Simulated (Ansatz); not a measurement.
La:

```
La
1.0
     3.75000    0.00000    0.00000
    -1.87500    3.24760    0.00000
     0.00000    0.00000    6.07000
La
2
Direct
  0.66667 0.33333 0.75000
  0.33333 0.66667 0.25000
```

This isn't the form of La at room conditions, which is double hcp.

Base run:

```yaml
Program: Ansatz 0.2.0
Functional: PBEsol
Potentials_or_basis: all-electron LAPW, scalar-relativistic
Cutoff: 120 eV
Density_cutoff: 482 eV
Basis_error_allowed: 0.001 eV/atom
k_mesh: 8 × 8 × 5
Occupations: fermi-dirac, width 0.05 eV
Spin: no spin polarisation
```

Its results: band gap on the k mesh none (metal or under the smearing width); pressure -1.4 GPa.

Task: The run is repeated on the same cell with these changes: hubbard terms from none to La f U = 5 eV. What comes out?

Result: Band gap on the k mesh none (metal or under the smearing width); pressure 0.1 GPa.

Caveats: U is the effective U less J, on atomic orbitals that reach past the spheres (some runs); U without spin polarisation on a metal has little footing (some runs); the U is typed as a test and isn't derived for this compound (some runs).

Not every run made on this cell is shown here.
